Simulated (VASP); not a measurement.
# Si2W (I4/mmm) in VASP: single point with PBE

Aim: the single point of Si2W with PBE.

Everything below comes from runs of VASP 6.6.1. Logs are shortened: lines on timing, memory, paths and dates and some standing lists are left out, and cuts for length are marked.

## (1) The structure

The structure is tetragonal, space group I4/mmm (No. 139). The conventional cell has a = 3.229 Å, b = 3.229 Å, c = 7.867 Å, α = 90.00°, β = 90.00°, γ = 90.00°. Si (site symmetry 4mm) is surrounded by 5 Si at 2.60 to 2.64 Å and 5 W at 2.63 Å. Around W (site symmetry 4/mmm) lie 10 Si at 2.63 Å.

## (2) Single point, PBE

INCAR reads:

```
  ALGO = Fast
  EDIFF = 1E-7
  ENCUT = 520
  GGA = PE
  ISIF = 2
  ISMEAR = 0
  LASPH = True
  LCHARG = True
  LELF = True
  LREAL = False
  LVHAR = True
  LWAVE = False
  NBANDS = 18
  NELM = 100
  PREC = Accurate
  SIGMA = 0.1
```

KPOINTS reads:

```
k-points
0
Gamma
  18 18 18
```

POSCAR reads:

```
Si2W
1.0
   -1.6145299054      1.6145299054      3.9335489408
    1.6145299054     -1.6145299054      3.9335489408
    1.6145299054      1.6145299054     -3.9335489408
Si W
2 1
Direct
    0.3345578121      0.3345578121      0.0000000000
    0.6654421879      0.6654421879      0.0000000000
    0.0000000000      0.0000000000      0.0000000000
```

Potentials or basis: VASP PAW PBE potentials, release 64 (Si, W_sv).

Run with:

```console
$ cat potpaw_PBE.64/Si/POTCAR potpaw_PBE.64/W_sv/POTCAR > POTCAR
$ mpirun -np 1 vasp_std > vasp.out
```

OUTCAR:

```text
EDIFF = 1E-7
   ENCUT = 520
   GGA = PE
   ISIF = 2
   ISMEAR = 0
   LASPH = True
   LREAL = False
   NELM = 100
   PREC = Accurate

 ion  position               nearest neighbor table
   1  0.335  0.335  0.000-   2 2.60   3 2.63   3 2.63   3 2.63   3 2.63   3 2.63   2 2.64   2 2.64
                             2 2.64   2 2.64
   2  0.665  0.665  0.000-   1 2.60   3 2.63   3 2.63   3 2.63   3 2.63   3 2.63   1 2.64   1 2.64
                             1 2.64   1 2.64
   3  0.000  0.000  0.000-   2 2.63   1 2.63   2 2.63   1 2.63   2 2.63   1 2.63   1 2.63   2 2.63
                             1 2.63   2 2.63

  LATTYP: Found a body centered tetragonal cell.
 ALAT       =     3.2290598108
 C/A-ratio  =     2.4363431905

  Lattice vectors:

 A1 = (  -1.6145299054,   1.6145299054,   3.9335489408)
 A2 = (   1.6145299054,  -1.6145299054,   3.9335489408)
 A3 = (   1.6145299054,   1.6145299054,  -3.9335489408)

Analysis of symmetry for initial positions (statically):
=====================================================================
 Subroutine PRICEL returns:
 Original cell was already a primitive cell.

 Routine SETGRP: Setting up the symmetry group for a
 body centered tetragonal supercell.

 Subroutine GETGRP returns: Found 16 space group operations
 (whereof 16 operations were pure point group operations)
 out of a pool of 16 trial point group operations.

The static configuration has the point symmetry D_4h.

Analysis of symmetry for dynamics (positions and initial velocities):
=====================================================================
 Subroutine PRICEL returns:
 Original cell was already a primitive cell.

 Routine SETGRP: Setting up the symmetry group for a
 body centered tetragonal supercell.

 Subroutine GETGRP returns: Found 16 space group operations
 (whereof 16 operations were pure point group operations)
 out of a pool of 16 trial point group operations.

The dynamic configuration has the point symmetry D_4h.

 Subroutine INISYM returns: Found 16 space group operations
 (whereof 16 operations are pure point group operations),
 and found     1 'primitive' translations

----------------------------------------------------------------------------------------

                                     Primitive cell

[... 85 lines left out ...]
   ICHARG =      2    charge: 1-file 2-atom 10-const
   ISPIN  =      1    spin polarized calculation?
   LNONCOLLINEAR =      F non collinear calculations
   LSORBIT =      F    spin-orbit coupling
   LASPH  =      T    aspherical Exc in radial PAW
   ENCUT  =  520.0 eV  38.22 Ry    6.18 a.u.   8.46  8.46  8.46*2*pi/ulx,y,z
   NELM   =    100;   NELMIN=  2; NELMDL= -5     # of ELM steps
   EDIFF  = 0.1E-06   stopping-criterion for ELM
   LREAL  =      F    real-space projection
   EDIFFG = 0.1E-05   stopping-criterion for IOM
   NSW    =      0    number of steps for IOM
   IBRION =     -1    ionic relax: 0-MD 1-quasi-New 2-CG
   NFREE  =      0    steps in history (QN), initial steepest desc. (CG)
   ISIF   =      2    stress and relaxation
   ISYM   =      2    0-nonsym 1-usesym 2-fastsym
   POTIM  = 0.5000    time-step for ionic-motion
   TEBEG  =    0.0;   TEEND  =   0.0 temperature during run
   PSTRESS=    0.0 pullay stress
   NELECT =      22.0000    total number of electrons
   NUPDOWN=      -1.0000    fix difference up-down
   EMIN   =  10.00;   EMAX   =-10.00  energy-range for DOS
   EFERMI =   0.00;   METHOD = LEGACY
   ISMEAR =     0;   SIGMA  =   0.10  broadening in eV -4-tet -1-fermi 0-gaus
   EFERMI_NEDOS =   21; number of points for ismear=-14 and -15
   IALGO  =     68    algorithm
   IMIX   =      4    mixing-type and parameters
     AMIX     =   0.40;   BMIX     =  1.00
     AMIX_MAG =   1.60;   BMIX_MAG =  1.00
  volume/ion in A,a.u.               =      13.67        92.26
  Fermi-wavevector in a.u.,A,eV,Ry     =   1.330159  2.513636 24.073092  1.769322
  Thomas-Fermi vector in A             =   2.459267
   LORBIT       =      0    0 simple, 1 ext, 2 COOP (PROOUT), +10 PAW based schemes
   GGA     = PE    functional components
   LHFCALC =     F    Hartree Fock is set to
   AEXX    =    0.0000 exact exchange contribution
   IVDW    =     0    specifies the selected vdW correction
   LEPSILON=     F    determine dielectric tensor
   LRPA    =     F    only Hartree local field effects (RPA)
 non-spin polarized calculation
 RMM-DIIS sequential band-by-band and
 Gauss-broadening in eV      SIGMA  =   0.10
  energy-cutoff  :      520.00
  volume of cell :       41.01
 maximum number of plane-waves:      1134
 NGX is ok and might be reduce to    36
   NGX = 17   NGY = 17   NGZ = 17

 number of electron      22.0000000 magnetization

 Free energy of the ion-electron system (eV)
  ---------------------------------------------------
  ext. energy  EPLUGINS =         0.00000000
  ---------------------------------------------------
  free energy    TOTEN  =       -24.81573178 eV

  energy without entropy =      -24.81482551  energy(sigma->0) =      -24.81527864

 E-fermi :  11.7582     XC(G=0): -12.4609

 val. band max:       11.7381742023   @ k =  -0.3889   0.5000   0.3333
 cond. band min:      11.7955196277   @ k =  -0.3889  -0.4444   0.3889
 fundamental gap:      0.0573454254
 Fermi energy:        11.7581715177

 k-point     1 :       0.0000    0.0000    0.0000
  band No.  band energies     occupation
      1     -62.1273      2.00000
      2     -26.3741      2.00000
      3     -26.3607      2.00000
      4     -26.3607      2.00000
      5      -2.2032      2.00000
      6       4.9986      2.00000
[... 481 lines left out ...]
      5      -1.3066      2.00000
      6       5.0927      2.00000
[... 10 lines left out ...]
     17      17.9604      0.00000
     18      19.8892      0.00000

 [... further k-points ...]
[... 5 lines left out ...]
  --------------------------------------------------------------------------------------
  -------------------------------------------------------------------------------------
  Total        0.0305412      0.0305412      0.0146621      0.0000000      0.0000000     -0.0000000
  in kB        1.1930536      1.1930536      0.5727552      0.0000000      0.0000000     -0.0000000
  external PRESSURE =       0.9862874 kB  Pullay stress =       0.0000000 kB

 VOLUME and BASIS-vectors are now :
 -----------------------------------------------------------------------------
  energy-cutoff  :      520.00
  volume of cell :       41.01
      direct lattice vectors                 reciprocal lattice vectors
    -1.614529905  1.614529905  3.933548941     0.000000000  0.309687667  0.127111676
     1.614529905 -1.614529905  3.933548941     0.309687667  0.000000000  0.127111676
     1.614529905  1.614529905 -3.933548941     0.309687667  0.309687667  0.000000000

 POSITION                                       TOTAL-FORCE (eV/Angst)
 -----------------------------------------------------------------------------------
      0.00000      0.00000      2.63200        -0.000000     -0.000000     -0.001242
      0.00000      0.00000      5.23510        -0.000000     -0.000000      0.001242
      0.00000      0.00000      0.00000         0.000000      0.000000      0.000000
 -----------------------------------------------------------------------------------
    total drift:                               -0.000000     -0.000000     -0.000000

  FREE ENERGIE OF THE ION-ELECTRON SYSTEM (eV)
  ---------------------------------------------------
  free  energy   TOTEN  =       -24.8157317820 eV

  energy  without entropy=      -24.8148255069  energy(sigma->0) =      -24.81527864
```

It took 13 min on 1 thread of AMD EPYC 7R13 (Zen 3), shared host; peak memory 0.44 GiB.

What came out:

| Property | Result |
| --- | --- |
| Free energy | -24.8157 eV |
| Pressure | 0.1 GPa |
| Band gap on the k mesh | none (metal or under the smearing width) |
